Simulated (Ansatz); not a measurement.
One crystal and one scan (energy over volume and axial ratio) at two levels, PBE (plane waves to 420 eV, PAW, scalar-relativistic; Ansatz, an electronic-structure program) and r2SCAN (plane waves to 500 eV, PAW, scalar-relativistic; Ansatz), each from its own relaxed cell and on its own mesh. The cell shown is that of PBE.

LaAlO$_{3}$ (cubic perovskite)

```xyz
5
Lattice="3.8124 0.0000 0.0000 0.0000 3.8124 0.0000 0.0000 0.0000 3.8124" Properties=species:S:1:pos:R:3 pbc="T T T"
La     0.0000     0.0000     0.0000
Al     1.9062     1.9062     1.9062
O      0.0000     1.9062     1.9062
O      1.9062     1.9062     0.0000
O      1.9062     0.0000     1.9062
```

Two coordinates are scanned: the volume, and the ratio of the stretch along z (the conventional c axis) to the stretch across it. Atoms keep their fractional coordinates.

Energies are smeared free energies. LaAlO3 is run without spin polarisation. LaAlO3 was relaxed with its symmetry unable to fall. This is a high-temperature form of LaAlO3. Percentages come from the unrounded values. Both scans cover V/V₀ from 0.920 to 1.080 and (c/a)/(c/a)₀ from 0.880 to 1.120.

| quantity | PBE | r2SCAN | PBE − r2SCAN |
|---|---|---|---|
| Lattice constant a (Å) | 3.812 | 3.787 | +0.025 (+0.7 %) |
| Shear modulus C′ = (C11 − C12)/2 (fit, atoms clamped) (GPa) | 101 | 112 | -11 (-10 %) |

PBE gives the higher value for: lattice constant a. PBE gives the lower value for: shear modulus C′. Neither level is exact: the differences show how much the result hangs on the functional.

(A scan under strain: stresses follow from slopes of the energy per volume, elastic moduli from its curvatures.)
